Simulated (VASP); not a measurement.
SnSe:

```
Sn Se
1.0
    11.27676    0.00000    0.00000
     0.00000    4.09792    0.00000
     0.00000    0.00000    4.30145
Sn Se
4 4
Direct
  0.11780 0.25000 0.09307
  0.38220 0.75000 0.59307
  0.61780 0.25000 0.40693
  0.88220 0.75000 0.90693
  0.35742 0.25000 0.02219
  0.14258 0.75000 0.52219
  0.85742 0.25000 0.47781
  0.64258 0.75000 0.97781
```

The cell isn't the ideal one: a relaxed cell with its volume scaled by 0.96.

```yaml
Program: VASP 6.6.1
Task: relaxation of shape and atoms at fixed volume
Functional: PBEsol
Potentials_or_basis: VASP PAW PBE potentials, release 64 (Sn_d, Se)
Cutoff: 600 eV
k_mesh: 4 × 8 × 8
Occupations: gaussian, width 0.03 eV
Spin: no spin polarisation
```

At the start: pressure 2.5 GPa; volume 24.85 Å³/atom.

Q: Where does the relaxation end?

A: Over 18 steps the energy falls by 2.6 meV/atom; space group Pnma (No. 62, to 0.05 Å).

Step by step:
```
step  energy change (eV)  largest force (eV/Å)  pressure (GPa)
   1              0.0000                0.2236            2.53
   2             -0.0116                0.1330            2.23
   3             -0.0177                0.0360            1.82
   4             -0.0187                0.0132            1.79
   5             -0.0187                0.0148            1.79
   6             -0.0190                0.0155            1.79
   7             -0.0193                0.0183            1.80
   8             -0.0190                0.0262            1.81
   9             -0.0194                0.0201            1.80
  10             -0.0196                0.0175            1.79
  11             -0.0199                0.0132            1.74
  12             -0.0200                0.0155            1.74
  13             -0.0200                0.0207            1.74
  14             -0.0202                0.0199            1.74
  15             -0.0204                0.0184            1.75
  16             -0.0206                0.0192            1.75
  17             -0.0206                0.0149            1.71
  18             -0.0208                0.0083            1.73
```

Final structure:
```cif
data_structure
_symmetry_space_group_name_H-M 'P 1'
_symmetry_Int_Tables_number 1
_cell_length_a 11.2919
_cell_length_b 4.1220
_cell_length_c 4.2706
_cell_angle_alpha 90.000
_cell_angle_beta 90.000
_cell_angle_gamma 90.000
_cell_volume 198.78
loop_
_atom_site_label
_atom_site_type_symbol
_atom_site_fract_x
_atom_site_fract_y
_atom_site_fract_z
_atom_site_occupancy
Sn1 Sn 0.11711 0.25000 0.07938 1
Sn2 Sn 0.38290 0.75000 0.57938 1
Sn3 Sn 0.61711 0.25000 0.42062 1
Sn4 Sn 0.88289 0.75000 0.92062 1
Se1 Se 0.35880 0.25000 0.02196 1
Se2 Se 0.14120 0.75000 0.52196 1
Se3 Se 0.85880 0.25000 0.47804 1
Se4 Se 0.64120 0.75000 0.97804 1
```

Caveat: the PAW data sets were made with another functional, which shifts forces and pressure a little.
